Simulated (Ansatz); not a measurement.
# TlBr at 3 GPa: from Born charge to LO–TO splitting and polaron coupling

Computed with DFT PBE+D3(BJ), scalar-relativistic, plane waves, PAW (Ansatz 0.2.0). Cutoff 420 eV, 8×8×8 k-points (Γ-centred), fixed occupations. No spin polarisation. Phonons by linear response, acoustic sum rule imposed.

The cell, relaxed at 3 GPa:
```
Tl Br
1.0
     3.84494    0.00000    0.00000
     0.00000    3.84494    0.00000
     0.00000    0.00000    3.84494
Tl Br
1 1
Direct
  0.00000 0.00000 0.00000
  0.50000 0.50000 0.50000
```

Spin–orbit coupling is left out, which matters for heavy elements. The run warned that the force constants aren't converged on this k mesh, so the frequencies and all that is formed from them are rough.

Linear response gives ν_TO = 63.6 cm⁻¹, Born charges ±2.221 e (positive on Tl) and ε∞ = 6.826. The primitive cell holds 56.842 Å³, and the masses are 204.380 and 79.904 amu.

**Question.** Find ν_LO and the static dielectric constant.

**Answer.** The long-wave field adds a restoring force: ω_LO² − ω_TO² = Z*²e²/(ε_vac ε∞ μV). In these units ν_LO² − ν_TO² = 4.92064×10⁷ Z*²/(μ V ε∞) cm⁻², with μ = m₁m₂/(m₁ + m₂) = 57.445 amu: 10894 cm⁻². So ν_LO = √(63.6² + 10894) = 122.2 cm⁻¹, and the run gives 122.2. Lyddane–Sachs–Teller then gives ε0 = ε∞ (ν_LO/ν_TO)² = 25.21, against 25.21 in the run (it forms both from the same three quantities, so the match checks the arithmetic only). Between ν_TO and ν_LO the dielectric function is negative and an undamped crystal reflects fully: a reststrahlen band from 81.8 to 157.2 μm.

**Question.** What do the Clausius–Mossotti polarisability and the Szigeti charge come to?

**Answer.** With the Lorentz local field, α = (3V/4π)(ε∞ − 1)/(ε∞ + 2) = 8.96 Å³ for the pair, and e_S = 3Z*/(ε∞ + 2) = 0.76 e. The Born charge includes the electrons' response to the dipole's own local field, and e_S takes that enhancement out. The Lorentz field assumes point-like polarisable ions, a poor picture once ε∞ is this large, since the electron clouds then overlap or are shared, so both numbers are formal here.

**Question.** How strongly does a slow electron couple to the LO mode?

**Answer.** For one isotropic parabolic band, Fröhlich's constant is α_F = (1/ε∞ − 1/ε0) √(m* Ry/ħω_LO), with Ry = 13.606 eV, ħω_LO = 15.2 meV and m* in free-electron masses: α_F = 0.1068 × 29.96 × √m* = 3.20 √m*. The band mass isn't part of this run; for m* = 0.1, 0.3 and 1 it gives 1.01, 1.75, 3.20. In weak coupling the polaron lies α_F ħω_LO below the band edge (27 meV at m* = 0.3) with a mass m*(1 + α_F/6); past α_F of about 5 or 6 that expansion fails. A semilocal functional's ε∞ tends to be too large, which taken alone lowers α_F.

Cost: 1 run of about 1.2 core-minutes, on Arm Neoverse N1 (shared hosts).